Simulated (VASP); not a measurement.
## TiTe2: interstitial Li from one void to a neighbouring one

Aim: the barrier for one hop in TiTe2: interstitial Li from one void to a neighbouring one. The start is a cell from a database of measured crystal structures.

Main program and level: VASP 6.6.1; PBE, no spin polarisation; plane waves and PAW (Te, Ti), in the first sound run; inputs show where later runs differ.

Most raw output is cut from this account.

## (1) The host crystal

It takes space group P-3m1 (No. 164, trigonal). Conventional cell: a = 3.777 Å, b = 3.777 Å, c = 6.498 Å, α = 90.00°, β = 90.00°, γ = 120.00°. Nearest to Te lie 3 Ti at 2.77 Å. Ti has 6 Te at 2.77 Å nearest. Farther neighbours and most contacts between anions are not listed.

## (2) Relax the host

First cell and atoms are relaxed at a raised cutoff, so that later runs start from this functional's own cell.

INCAR

```
SYSTEM = TiTe2
PREC = Accurate
ENCUT = 350
EDIFF = 1E-06
NELM = 120
ISMEAR = 0
SIGMA = 0.1
LREAL = .FALSE.
ALGO = Normal
GGA = PE
NBANDS = 14
LASPH = .TRUE.
LORBIT = 11
LWAVE = .FALSE.
LCHARG = .FALSE.
KPAR = 3
IBRION = 2
NSW = 40
ISIF = 3
EDIFFG = -0.02
POTIM = 0.4
```

POSCAR

```
TiTe2
1.0
    3.7770000000      0.0000000000      0.0000000000
   -1.8885000000      3.2709779501      0.0000000000
    0.0000000000      0.0000000000      6.4980000000
Te Ti
2 1
Direct
    0.3333333333      0.6666666667      0.7372000000
    0.6666666667      0.3333333333      0.2628000000
    0.0000000000      0.0000000000      0.0000000000
```

KPOINTS

```
Automatic mesh
0
Gamma
6 6 3
0 0 0
```

PAW data sets: Te and Ti (PBE family, release 64).

The run is started by

```bash
$ mpirun -np 3 vasp_std
```

Elapsed: 11 s, on 3 MPI ranks of AMD EPYC 9R45, shared host; peak memory 0.41 GiB; 30 s of CPU time.

This run has no spin polarisation, so a moment on Ti, if there is one, isn't seen. The k-mesh is coarse for a metal. The data set Ti keeps the semicore shell frozen, which is cheaper and a little less accurate. The run keeps the 12 symmetry operations of its start, so it cannot find a distortion of lower symmetry.

Relaxation path:

```csv
step,energy less that of the first step (eV),largest force (eV/Å),pressure (GPa),volume (Å³)
1,0.0000,0.0978,0.27,80.28
2,-0.0012,0.1032,0.09,80.69
3,-0.0022,0.1113,-0.26,81.43
4,-0.0030,0.0770,-0.15,81.46
5,-0.0039,0.0062,0.09,81.52
6,-0.0039,0.0142,0.16,81.54
7,-0.0045,0.0126,0.11,81.76
8,-0.0053,0.0086,-0.03,82.44
```

```csv
"conventional cell, symmetrised",before,after,change
a (Å),3.777,3.794,+0.4 %
b (Å),3.777,3.794,+0.4 %
c (Å),6.498,6.614,+1.8 %
volume (Å³/atom),26.76,27.48,+2.7 %
```

The atoms that moved most (Å, as changes of fractional coordinates times the final cell):

```csv
atom,dx,dy,dz,length
Te1,0.000,0.000,0.042,0.042
Te2,0.000,0.000,-0.042,0.042
```

The relaxed structure:

```xyz
3
Lattice="3.7939 0.0000 0.0000 -1.8969 3.2856 0.0000 0.0000 0.0000 6.6136" Properties=species:S:1:pos:R:3 pbc="T T T"
Te    0.0000    2.1904    4.9175
Te    1.8969    1.0952    1.6960
Ti    0.0000    0.0000    0.0000
```

Numbers from this step:

```
electronic cycles                               : 54
electrons                                       : 16
free energy (TOTEN)                             : -16.11 eV
energy at zero smearing                         : -16.11 eV
Fermi energy                                    : 5.358 eV
labelled metallic, from the levels on this mesh : yes
```

The run ended after 8 ionic steps, 0.005 eV below its first step, once forces and stress met EDIFFG = -0.02.

## (3) Relax the start

This step: PBE, no spin polarisation; plane waves and PAW (Te, Ti, Li) (VASP 6.6.1).

System of this step: LiTi8Te16. The cell holds 25 atoms: 16 Te, 8 Ti and 1 Li. Cell: a = 7.588 Å, b = 7.588 Å, c = 13.227 Å, α = 90.0°, β = 90.0°, γ = 120.0°. It derives from TiTe2. Nearest the centre at fractional (0.000, 0.250, 0.250): Li25 at 1.88 Å, Te13 at 1.96 Å, Te1 at 1.96 Å, Te9 at 3.28 Å, Te11 at 3.31 Å, Te5 at 3.32 Å, Te7 at 3.32 Å, Ti19 at 3.78 Å.

A path needs two true minima; the start is relaxed with symmetry off.

INCAR

```
SYSTEM = LiTi8Te16
PREC = Normal
ENCUT = 280
EDIFF = 1E-05
NELM = 120
ISMEAR = 1
SIGMA = 0.15
LREAL = Auto
ALGO = Fast
GGA = PE
NBANDS = 84
LASPH = .TRUE.
LORBIT = 11
LWAVE = .FALSE.
LCHARG = .FALSE.
KPAR = 3
IBRION = 2
NSW = 60
ISIF = 2
EDIFFG = -0.05
POTIM = 0.4
MAXMIX = 40
ISYM = 0
```

POSCAR

```
LiTi8Te16
1.0
    7.5877981536      0.0000000000      0.0000000000
   -3.7938990768      6.5712259598      0.0000000000
    0.0000000000      0.0000000000     13.2271116712
Te Ti Li
16 8 1
Direct
    0.1688278882      0.3358339875      0.3722765340
    0.1646095487      0.3360888493      0.8724518368
    0.1661356970      0.8351020082      0.3723281482
    0.1674851969      0.8334198385      0.8726035531
    0.6644775989      0.3328375052      0.3710479115
    0.6683055604      0.3334542305      0.8713346900
    0.6642143123      0.8325505503      0.3717892094
    0.6679095178      0.8372719099      0.8732991114
    0.3233125481      0.1609173186      0.1279588386
    0.3325456382      0.1673169045      0.6285517028
    0.3372232978      0.6632821513      0.1276521459
    0.3397018363      0.6686349539      0.6292256844
    0.8294704920      0.1616506310      0.1284763164
    0.8317529066      0.1629311321      0.6271900320
    0.8317057300      0.6637912470      0.1280745133
    0.8336391631      0.6667749760      0.6274575659
    0.0029211730      0.0027123309      0.0004851374
   -0.0010432818      0.0022268365      0.4992417997
    0.0006862699      0.4967379377      0.0013827164
   -0.0019532121      0.4961993427      0.4995253696
    0.5005577334      0.0008302601     -0.0014851135
    0.4973848992      0.0006074499      0.4992942532
    0.5017765744      0.5023116524     -0.0024930422
    0.5025341696      0.5037273013      0.4995501258
   -0.0009923996      0.0022895083      0.2503832228
```

KPOINTS

```
Automatic mesh
0
Gamma
3 3 2
0 0 0
```

The projector-augmented-wave data sets are Te, Ti and Li (PBE family, release 64).

The run is started by

```bash
$ mpirun -np 3 vasp_std
```

Wall time 4 min (3 MPI ranks); peak memory 0.99 GiB; 12 min of CPU time.

This run has no spin polarisation, so a moment on Ti, if there is one, isn't seen. Its electron count is odd, so without a moment it is a metal by construction.

The steps of the relaxation:

```csv
step,energy less that of the first step (eV),largest force (eV/Å)
1,0.0000,0.8945
2,-0.0720,0.5291
3,-0.1220,0.2357
4,-0.1346,0.1567
5,-0.1438,0.1500
6,-0.1520,0.0709
7,-0.1550,0.0735
8,-0.1551,0.0922
9,-0.1589,0.0787
10,-0.1601,0.0701
11,-0.1598,0.1267
12,-0.1605,0.0829
13,-0.1640,0.0561
14,-0.1652,0.0725
15,-0.1655,0.0543
16,-0.1676,0.0377
```

The atoms that moved most (Å):

```csv
atom,dx,dy,dz,length
Te9,0.091,0.055,-0.053,0.119
Ti19,0.011,0.039,-0.081,0.091
Te13,-0.027,0.053,-0.062,0.086
Te8,0.014,-0.025,-0.075,0.080
Ti22,0.022,0.036,0.065,0.078
Ti24,0.019,-0.043,0.062,0.078
Te2,0.028,-0.029,-0.066,0.077
Ti20,-0.035,0.012,0.065,0.075
```

Final coordinates:

```xyz
25
Lattice="7.5878 0.0000 0.0000 -3.7939 6.5712 0.0000 0.0000 0.0000 13.2271" Properties=species:S:1:pos:R:3 pbc="T T T"
Te   -0.0064    2.2340    4.9727
Te    0.0018    2.1793   11.4739
Te   -1.8610    5.4586    4.9733
Te   -1.9040    5.4820   11.4717
Te    3.7882    2.1937    4.9332
Te    3.7890    2.1853   11.5016
Te    1.8587    5.4571    4.9715
Te    1.9051    5.4773   11.4766
Te    1.9340    1.1122    1.6394
Te    1.8862    1.0921    8.3642
Te   -0.0020    4.3790    1.6790
Te   -0.0078    4.3869    8.3367
Te    5.6536    1.1153    1.6372
Te    5.6974    1.0947    8.3605
Te    3.7951    4.3345    1.6387
Te    3.7886    4.3884    8.3627
Ti   -0.0007   -0.0025   -0.0381
Ti   -0.0032   -0.0004    6.6517
Ti   -1.8685    3.3036   -0.0626
Ti   -1.9328    3.2729    6.6718
Ti    3.7971   -0.0414   -0.0564
Ti    3.7933    0.0403    6.6696
Ti    1.8640    3.2993   -0.0541
Ti    1.9208    3.2673    6.6697
Li    0.0026   -0.0004    3.3014
```

This step gave:

```yaml
electronic_cycles: 120
electrons: 129
free_energy_toten: -132.0545 eV
energy_at_zero_smearing: -132.0463 eV
fermi_energy: 5.526 eV
```

The run ended after 16 ionic steps, 0.168 eV below its first step, once the forces on the free atoms met EDIFFG = -0.05.

## (4) Relax the end

The end state is relaxed in the same way, so that both ends share their errors.

INCAR is that of step 3.

POSCAR

```
LiTi8Te16
1.0
    7.5877981536      0.0000000000      0.0000000000
   -3.7938990768      6.5712259598      0.0000000000
    0.0000000000      0.0000000000     13.2271116712
Te Ti Li
16 8 1
Direct
    0.1685027004      0.3322826445      0.3695363208
    0.1656982440      0.3319764233      0.8729492232
    0.1646952426      0.8283697262      0.3699697566
    0.1700306243      0.8354022472      0.8708088206
    0.6673419698      0.3346894686      0.3724851469
    0.6693665915      0.3341139659      0.8716335132
    0.6675910068      0.8365465627      0.3683735030
    0.6663514165      0.8334337716      0.8696217049
    0.3332194566      0.1646844459      0.1295271581
    0.3340206044      0.1687032827      0.6300660496
    0.3330100030      0.6640013463      0.1259333827
    0.3377855591      0.6663279409      0.6271819603
    0.8334222806      0.1660840924      0.1295115802
    0.8334436855      0.1667085144      0.6271426248
    0.8329977020      0.6635200188      0.1292299574
    0.8350298982      0.6620261748      0.6244940503
    0.0055033310      0.0077547107     -0.0015134443
   -0.0024003126      0.0017925694      0.4987287904
   -0.0018635477      0.4989404794      0.0008044116
   -0.0006454221      0.5008457565      0.4997330736
    0.4972868997     -0.0009734143     -0.0014370479
    0.4983068883     -0.0034205679      0.4983474935
    0.5037593406      0.4998381300     -0.0000815023
    0.5007078589      0.4987190914      0.4996544440
    0.0015503881      0.5008595530      0.2482470901
```

KPOINTS is that of step 3.

The run is started by

```bash
$ mpirun -np 3 vasp_std
```

Elapsed: 3.8 min, on 3 MPI ranks; peak memory 1 GiB.

The steps of the relaxation:

```csv
step,energy less that of the first step (eV),largest force (eV/Å)
1,0.0000,0.6016
2,-0.0702,0.3928
3,-0.1180,0.2205
4,-0.1303,0.1339
5,-0.1388,0.1354
6,-0.1391,0.1568
7,-0.1478,0.0909
8,-0.1512,0.0855
9,-0.1514,0.1010
10,-0.1566,0.0837
11,-0.1578,0.0841
12,-0.1621,0.0568
13,-0.1641,0.0608
14,-0.1642,0.0681
15,-0.1669,0.0443
```

The atoms that moved most (Å):

```csv
atom,dx,dy,dz,length
Te16,-0.020,0.024,0.097,0.102
Te3,0.002,0.071,0.073,0.102
Te15,-0.040,0.039,-0.083,0.100
Te13,0.008,-0.041,-0.086,0.096
Te1,0.020,-0.016,0.082,0.086
Te2,0.000,0.010,-0.084,0.085
Ti23,-0.027,-0.035,-0.068,0.081
Ti22,0.038,0.004,0.071,0.081
```

Final coordinates:

```
Te Ti Li
1.0
     7.58780    0.00000    0.00000
    -3.79390    6.57123    0.00000
     0.00000    0.00000   13.22711
Te Ti Li
16 8 1
Direct
  0.16985 0.32978 0.37572
  0.16645 0.33343 0.86659
  0.17035 0.83920 0.37547
  0.16731 0.83210 0.86636
  0.66036 0.32959 0.37538
  0.66886 0.33434 0.86698
  0.66740 0.83296 0.37241
  0.66731 0.83317 0.86858
  0.33380 0.16646 0.12602
  0.33406 0.16610 0.62995
  0.34023 0.66991 0.12301
  0.33276 0.66604 0.63159
  0.83140 0.15992 0.12299
  0.83467 0.16780 0.63158
  0.83074 0.66943 0.12297
  0.83421 0.66573 0.63184
  0.00612 0.00193 0.99476
  0.99521 0.99646 0.50380
  0.00142 0.50007 0.99607
  0.99991 0.49974 0.50231
  0.49804 0.00290 0.99493
  0.50358 0.99717 0.50372
  0.49750 0.49450 0.99481
  0.50287 0.50475 0.50374
  0.00030 0.49975 0.24934
```

Numbers from this step:

```
electronic cycles       : 116
free energy (TOTEN)     : -132.0550 eV
energy at zero smearing : -132.0468 eV
```

The run ended after 15 ionic steps, 0.167 eV below its first step, once the forces on the free atoms met EDIFFG = -0.05.

## (5) Nudged elastic band

Images on a straight line between the ends relax across the path, while springs keep them spaced along it.

INCAR

```
SYSTEM = LiTi8Te16
PREC = Normal
ENCUT = 280
EDIFF = 1E-05
NELM = 120
ISMEAR = 1
SIGMA = 0.15
LREAL = Auto
ALGO = Fast
GGA = PE
NBANDS = 84
LASPH = .TRUE.
LWAVE = .FALSE.
LCHARG = .FALSE.
IMAGES = 3
SPRING = -5
IBRION = 1
POTIM = 0.3
NSW = 60
EDIFFG = -0.05
ISYM = 0
ISIF = 0
```

POSCAR

```
LiTi8Te16
1.0
    7.5877981536      0.0000000000      0.0000000000
   -3.7938990768      6.5712259598      0.0000000000
    0.0000000000      0.0000000000     13.2271116712
Te Ti Li
16 8 1
Direct
    0.1691395952      0.3399671089      0.3759449389
    0.1660607243      0.3316438286      0.8674554990
    0.1700795594      0.8306859952      0.3759957728
    0.1661962217      0.8342493574      0.8672887694
    0.6661617482      0.3338284931      0.3729620738
    0.6656296007      0.3325549593      0.8695451210
    0.6601889408      0.8304609731      0.3758549482
    0.6678418135      0.8335232078      0.8676581080
    0.3395126598      0.1692556427      0.1239457758
    0.3316806592      0.1661914372      0.6323543721
    0.3329304208      0.6663954814      0.1269398849
    0.3327606258      0.6675849972      0.6302750439
    0.8299587060      0.1697279223      0.1237765488
    0.8341529888      0.1665863614      0.6320724134
    0.8299710332      0.6596179207      0.1238926862
    0.8332071845      0.6678140594      0.6322418316
    0.9997199330      0.9996178159      0.9971173252
    0.9995472815      0.9999342699      0.5028864285
    0.0051201691      0.5027322250      0.9952638673
    0.9943035707      0.4980643848      0.5044032964
    0.4972695594      0.9937070007      0.9957386283
    0.5029820140      0.0061265321      0.5042406051
    0.4967017959      0.5020822821      0.9959112581
    0.5017573990      0.4972166087      0.5042426547
    0.0003146540      0.9999319486      0.2495944114
```

KPOINTS is that of step 4.

00/POSCAR

```
LiTi8Te16
1.0
    7.5877981536      0.0000000000      0.0000000000
   -3.7938990768      6.5712259598      0.0000000000
    0.0000000000      0.0000000000     13.2271116712
Te Ti Li
16 8 1
Direct
    0.1691395952      0.3399671089      0.3759449389
    0.1660607243      0.3316438286      0.8674554990
    0.1700795594      0.8306859952      0.3759957728
    0.1661962217      0.8342493574      0.8672887694
    0.6661617482      0.3338284931      0.3729620738
    0.6656296007      0.3325549593      0.8695451210
    0.6601889408      0.8304609731      0.3758549482
    0.6678418135      0.8335232078      0.8676581080
    0.3395126598      0.1692556427      0.1239457758
    0.3316806592      0.1661914372      0.6323543721
    0.3329304208      0.6663954814      0.1269398849
    0.3327606258      0.6675849972      0.6302750439
    0.8299587060      0.1697279223      0.1237765488
    0.8341529888      0.1665863614      0.6320724134
    0.8299710332      0.6596179207      0.1238926862
    0.8332071845      0.6678140594      0.6322418316
    0.9997199330      0.9996178159      0.9971173252
    0.9995472815      0.9999342699      0.5028864285
    0.0051201691      0.5027322250      0.9952638673
    0.9943035707      0.4980643848      0.5044032964
    0.4972695594      0.9937070007      0.9957386283
    0.5029820140      0.0061265321      0.5042406051
    0.4967017959      0.5020822821      0.9959112581
    0.5017573990      0.4972166087      0.5042426547
    0.0003146540      0.9999319486      0.2495944114
```

01/POSCAR

```
LiTi8Te16
1.0
    7.5877981536      0.0000000000      0.0000000000
   -3.7938990768      6.5712259598      0.0000000000
    0.0000000000      0.0000000000     13.2271116712
Te Ti Li
16 8 1
Direct
    0.1693176161      0.3374210557      0.3758880772
    0.1661570974      0.3320892044      0.8672400709
    0.1701460697      0.8328144534      0.3758650584
    0.1664735970      0.8337126556      0.8670561482
    0.6647122591      0.3327683540      0.3735673486
    0.6664369467      0.3330011735      0.8689034735
    0.6619905495      0.8310858987      0.3749935494
    0.6677085252      0.8334343144      0.8678896580
    0.3380848511      0.1685555109      0.1244641899
    0.3322761868      0.1661687748      0.6317523282
    0.3347546999      0.6672736830      0.1259575588
    0.3327598368      0.6671993929      0.6306041276
    0.8303195098      0.1672755490      0.1235804112
    0.8342825322      0.1668887421      0.6319500332
    0.8301638477      0.6620713434      0.1236631595
    0.8334573883      0.6672924958      0.6321415808
    1.0013209514      1.0001969261      0.9965275274
    0.9984639701      0.9990661950      0.5031150092
    0.0041944963      0.5020669650      0.9954663086
    0.9957048877      0.4984830249      0.5038802984
    0.4974630975      0.9960064202      0.9955365090
    0.5031322936      0.0038863369      0.5041111516
    0.4969024868      0.5001879568      0.9956353318
    0.5020355759      0.4990991700      0.5041181766
    0.0003104736      1.1248867471      0.2495316264
```

02/POSCAR

```
LiTi8Te16
1.0
    7.5877981536      0.0000000000      0.0000000000
   -3.7938990768      6.5712259598      0.0000000000
    0.0000000000      0.0000000000     13.2271116712
Te Ti Li
16 8 1
Direct
    0.1694956370      0.3348750026      0.3758312156
    0.1662534704      0.3325345802      0.8670246428
    0.1702125800      0.8349429116      0.3757343441
    0.1667509723      0.8331759538      0.8668235270
    0.6632627700      0.3317082150      0.3741726235
    0.6672442928      0.3334473877      0.8682618260
    0.6637921582      0.8317108244      0.3741321506
    0.6675752369      0.8333454209      0.8681212080
    0.3366570424      0.1678553790      0.1249826040
    0.3328717145      0.1661461124      0.6311502843
    0.3365789790      0.6681518846      0.1249752326
    0.3327590478      0.6668137886      0.6309332112
    0.8306803136      0.1648231758      0.1233842737
    0.8344120756      0.1671911228      0.6318276530
    0.8303566622      0.6645247661      0.1234336328
    0.8337075921      0.6667709322      0.6320413299
    1.0029219698      1.0007760362      0.9959377296
    0.9973806586      0.9981981200      0.5033435899
    0.0032688236      0.5014017051      0.9956687500
    0.9971062048      0.4989016650      0.5033573004
    0.4976566356      0.9983058398      0.9953343896
    0.5032825732      0.0016461418      0.5039816982
    0.4971031776      0.4982936315      0.9953594054
    0.5023137528      0.5009817314      0.5039936986
    0.0003062932      1.2498415456      0.2494688413
```

03/POSCAR

```
LiTi8Te16
1.0
    7.5877981536      0.0000000000      0.0000000000
   -3.7938990768      6.5712259598      0.0000000000
    0.0000000000      0.0000000000     13.2271116712
Te Ti Li
16 8 1
Direct
    0.1696736580      0.3323289494      0.3757743539
    0.1663498435      0.3329799560      0.8668092147
    0.1702790904      0.8370713699      0.3756036298
    0.1670283475      0.8326392521      0.8665909059
    0.6618132808      0.3306480760      0.3747778983
    0.6680516388      0.3338936019      0.8676201785
    0.6655937670      0.8323357500      0.3732707519
    0.6674419486      0.8332565274      0.8683527579
    0.3352292336      0.1671552472      0.1255010182
    0.3334672422      0.1661234501      0.6305482404
    0.3384032580      0.6690300861      0.1239929064
    0.3327582588      0.6664281842      0.6312622948
    0.8310411173      0.1623708025      0.1231881362
    0.8345416191      0.1674935036      0.6317052727
    0.8305494767      0.6669781888      0.1232041061
    0.8339577959      0.6662493687      0.6319410790
    1.0045229882      1.0013551464      0.9953479317
    0.9962973472      0.9973300450      0.5035721706
    0.0023431508      0.5007364452      0.9958711914
    0.9985075218      0.4993203050      0.5028343024
    0.4978501736      1.0006052593      0.9951322702
    0.5034328529     -0.0005940534      0.5038522448
    0.4973038685      0.4963993061      0.9950834790
    0.5025919297      0.5028642928      0.5038692205
    0.0003021128      1.3747963440      0.2494060562
```

04/POSCAR

```
LiTi8Te16
1.0
    7.5877981536      0.0000000000      0.0000000000
   -3.7938990768      6.5712259598      0.0000000000
    0.0000000000      0.0000000000     13.2271116712
Te Ti Li
16 8 1
Direct
    0.1698516789      0.3297828962      0.3757174922
    0.1664462166      0.3334253318      0.8665937866
    0.1703456007      0.8391998281      0.3754729154
    0.1673057228      0.8321025503      0.8663582847
    0.6603637917      0.3295879369      0.3753831732
    0.6688589848      0.3343398161      0.8669785310
    0.6673953757      0.8329606756      0.3724093531
    0.6673086603      0.8331676340      0.8685843079
    0.3338014249      0.1664551154      0.1260194323
    0.3340627698      0.1661007877      0.6299461965
    0.3402275371      0.6699082877      0.1230105803
    0.3327574698      0.6660425799      0.6315913785
    0.8314019211      0.1599184292      0.1229919986
    0.8346711625      0.1677958843      0.6315828925
    0.8307422912      0.6694316115      0.1229745794
    0.8342079997      0.6657278051      0.6318408282
    1.0061240066      1.0019342566      0.9947581339
    0.9952140358      0.9964619701      0.5038007513
    0.0014174780      0.5000711852      0.9960736327
    0.9999088388      0.4997389451      0.5023113044
    0.4980437117      1.0029046788      0.9949301509
    0.5035831325     -0.0028342485      0.5037227913
    0.4975045594      0.4945049808      0.9948075527
    0.5028701066      0.5047468541      0.5037447424
    0.0002979324      1.4997511425      0.2493432712
```

The run is started by

```bash
$ mpirun -np 3 vasp_std
```

Elapsed: 29 min, on 3 MPI ranks; peak memory 0.9 GiB.

The band used up its steps before its forces met the threshold, so no barrier is taken from it.

## (6) Results

| Property | Result |
| --- | --- |
| result | none |

The session ends without its result: «nudged elastic band» used up its steps.

[Lines on the potential files, build, host, timing and source positions are cut from VASP's logs without a mark.]

[Logs are printed without paths, hosts, clocks, repeated set-up lines and the standing remarks that a program may print on its own settings, such as how far it seeks lower states.]

[Hosts, paths, dates, database ids (printed as entryN), source tags and the programs' standing remarks are cut or masked in the printed files.]

[Runs that stopped without an error message from VASP are left out.]
